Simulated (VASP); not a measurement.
Wanted: the native input for a VASP 6.6.1 run.

```
Task                   : core levels
Functional             : PBEsol
Potentials or basis    : VASP PAW PBE potentials, release 64 (Pt)
Cutoff                 : 520 eV
k mesh                 : 5 × 5 × 5
Occupations            : methfessel-paxton, width 0.1 eV
Spin                   : no spin polarisation
Further INCAR settings : ALGO = Normal; EDIFF = 1e-06
```

The structure of Pt lies in POSCAR:

```
Pt
1.0
    0.0000000000      5.8827000000      5.8827000000
    5.8827000000      0.0000000000      5.8827000000
    5.8827000000      5.8827000000      0.0000000000
Pt
27
Direct
    0.0000000000      0.0000000000      0.0000000000
    0.0000000000      0.0000000000      0.3333333333
    0.0000000000      0.0000000000      0.6666666667
    0.0000000000      0.3333333333      0.0000000000
    0.0000000000      0.3333333333      0.3333333333
    0.0000000000      0.3333333333      0.6666666667
    0.0000000000      0.6666666667      0.0000000000
    0.0000000000      0.6666666667      0.3333333333
    1.0000000000      0.6666666667      0.6666666667
    0.3333333333      0.0000000000      0.0000000000
    0.3333333333      0.0000000000      0.3333333333
    0.3333333333      0.0000000000      0.6666666667
    0.3333333333      0.3333333333      0.0000000000
    0.3333333333      0.3333333333      0.3333333333
    0.3333333333      0.3333333333      0.6666666667
    0.3333333333      0.6666666667      0.0000000000
    0.3333333333      0.6666666667      0.3333333333
    0.3333333333      0.6666666667      0.6666666667
    0.6666666667      0.0000000000      0.0000000000
    0.6666666667      0.0000000000      0.3333333333
    0.6666666667      1.0000000000      0.6666666667
    0.6666666667      0.3333333333      0.0000000000
    0.6666666667      0.3333333333      0.3333333333
    0.6666666667      0.3333333333      0.6666666667
    0.6666666667      0.6666666667      0.0000000000
    0.6666666667      0.6666666667      0.3333333333
    0.6666666667      0.6666666667      0.6666666667
```

The input as run:

INCAR

```
SYSTEM = Pt
  PREC = Accurate
  ENCUT = 520
  EDIFF = 1E-6
  ISMEAR = 1
  SIGMA = 0.1
  LREAL = .False.
  LASPH = .True.
  NELM = 80
  ALGO = Normal
  ISIF = 2
  LWAVE = .False.
  LCHARG = .False.
  GGA = PS
  ICORELEVEL = 1
  KPAR = 8
```

KPOINTS

```
Automatic mesh
0
Gamma
  5 5 5
  0 0 0
```

Potentials or basis: VASP PAW PBE potentials, release 64 (Pt).

Command:

```bash
$ cat potpaw_PBE.64/Pt/POTCAR > POTCAR
$ mpirun -np 8 vasp_std > vasp.out
```

It gave:

| Quantity | Value |
| --- | --- |
| Pressure | -1.3 GPa |
| Band gap on the k mesh | none (metal or under the smearing width) |

Caveat: the PAW data sets were made with another functional, which shifts forces and pressure a little.

Wall time 4.8 min on 8 MPI ranks on Intel(R) Xeon(R) Platinum 8488C (Sapphire Rapids), on a shared host, peak memory 0.85 GiB a rank.
